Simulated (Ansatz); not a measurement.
Be:

```
Be
1.0
     2.28530    0.00000    0.00000
    -1.14265    1.97913    0.00000
     0.00000    0.00000    3.58420
Be
2
Direct
  0.66667 0.33333 0.75000
  0.33333 0.66667 0.25000
```

Base run:

* Program: Ansatz 0.2.0
* Functional: LDA
* Potentials or basis: all-electron LAPW, scalar-relativistic
* Cutoff: 141 eV
* Density cutoff: 563 eV
* Basis error allowed: 0.001 eV/atom
* k mesh: 13 × 13 × 8
* Occupations: fermi-dirac, width 0.05 eV
* Spin: no spin polarisation

Its results: pressure -8.3 GPa.

Task: The run is repeated on the same cell with these changes: functional from LDA to PBE. What comes out?

Result: Pressure -2.8 GPa.

PBE binds less tightly than LDA, so the same cell stands under more pressure.

Not every run made on this cell is shown here.
